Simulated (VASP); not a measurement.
# VASP inputs for LiHF2 (strained database structure)

INCAR

```
LCHARG = .FALSE.
EDIFF = 1E-7
LREAL = .FALSE.
NBANDS = 17
ENCUT = 520
NSW = 0
SIGMA = 0.01
PREC = Accurate
METAGGA = R2SCAN
ALGO = Normal
NELM = 120
ISMEAR = 0
ISIF = 2
IBRION = -1
LASPH = .TRUE.
LWAVE = .FALSE.
```

KPOINTS

```
KPOINTS created by Atomic Simulation Environment
0
Gamma
10 10 6
0 0 0
```

KPOINTS_OPT

```
special points
10
Reciprocal
0.0000000000 0.0000000000 0.0000000000 1
0.3459425524 -0.3459425524 0.0000000000 1
0.6540574476 0.3459425524 -1.0000000000 1
0.5000000000 0.5000000000 -1.0000000000 1
0.5000000000 0.5000000000 -0.5000000000 1
0.6918294223 0.3081705777 -0.5000000000 1
0.3081705777 -0.3081705777 0.5000000000 1
0.0000000000 0.0000000000 0.5000000000 1
0.5000000000 0.0000000000 0.0000000000 1
0.0000000000 0.0729170000 0.3697920000 1
```

POSCAR

```
Li H  F
 1.0000000000000000
     2.4615909196999999   -1.4284334511000001   -0.2500971740000000
     2.4615909196999999    1.4284334511000001   -0.2500971740000000
    -2.8490365447000001    0.0000000000000000    4.5594951999999997
 Li  H   F
   1   1   2
Cartesian
  0.0000000000000000  0.0000000000000000  0.0000000000000000
 -1.4245182723499998  0.0000000000000000  2.2797475999999999
 -1.3091998130710529  0.0000000000000000  3.3936635646604252
  3.3833451077710519 -0.0000000000000000  0.6656372873395755
```

VASP ran with the recommended PBE PAW datasets (18 valence electrons in the cell).

Q: Estimate the main results of this run.

A: gap between bands v and c 9.69 eV; least direct gap 9.85 eV; pressure 7.0 GPa; largest force 0.06 eV/Å.

Band v is the last that the valence electrons fill when counted band by band, and c is the next. Levels in eV from the top of v:

```tsv
point	v−1	v	c	c+1
Γ	-0.26	-0.16	9.69	14.79
C	-1.34	-0.46	15.78	16.11
C_2	-1.34	-0.46	15.78	16.11
Y_2	-1.08	-0.17	15.01	15.90
M_2	-0.68	-0.46	13.40	15.09
D	-1.02	-0.51	15.49	16.35
D_2	-1.02	-0.51	15.49	16.35
A	0.00	0.00	10.47	14.73
```
